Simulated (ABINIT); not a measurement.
## P in ABINIT: the effect of potentials

Crystal: P.

```
P
1.0
     1.64774   -5.46504    0.00000
     1.64774    5.46504    0.00000
     0.00000    0.00000    4.54364
P
4
Direct
  0.90414 0.09586 0.58882
  0.09586 0.90414 0.41118
  0.59586 0.40414 0.08882
  0.40414 0.59586 0.91118
```

Alike in all runs:

- Program: ABINIT 10.8.3 (patched build)
- Task: band structure
- Functional: r2SCAN
- k mesh: 6 × 6 × 5
- Occupations: fermi-dirac, width 0.05 eV
- Spin: no spin polarisation

| potentials | cutoff | gap on the mesh (eV) | pressure (GPa) | largest force (eV/Å) |
| --- | --- | --- | --- | --- |
| Ansatz PAW PBE default generated set, frozen core | 490 eV | ? | ? | ? |
| JTH PAW PBE v2.0 | 653 eV | 0.24 | 0.7 | 0.09 |
| Ansatz NC r2SCAN | 680 eV | 0.23 | 0.6 | 0.08 |
| SG15 NC PBE v1.2 | 980 eV | 0.22 | 1.3 | 0.21 |
| PseudoDojo NC SR PBE v0.4.1 standard | 707 eV | 0.18 | 1.7 | 0.27 |

**Question.** What does the run with potentials Ansatz PAW PBE default generated set, frozen core give?

**Answer.** gap on the mesh 0.24 eV; pressure 0.6 GPa; largest force 0.07 eV/Å.

Caveats: the PAW data sets were made with another functional, which shifts forces and pressure a little (some runs); the potentials were made for another functional, which shifts forces and pressure (some runs); the atomic spheres overlap (some runs); a meta-GGA on potentials with a model core is unreliable (some runs).

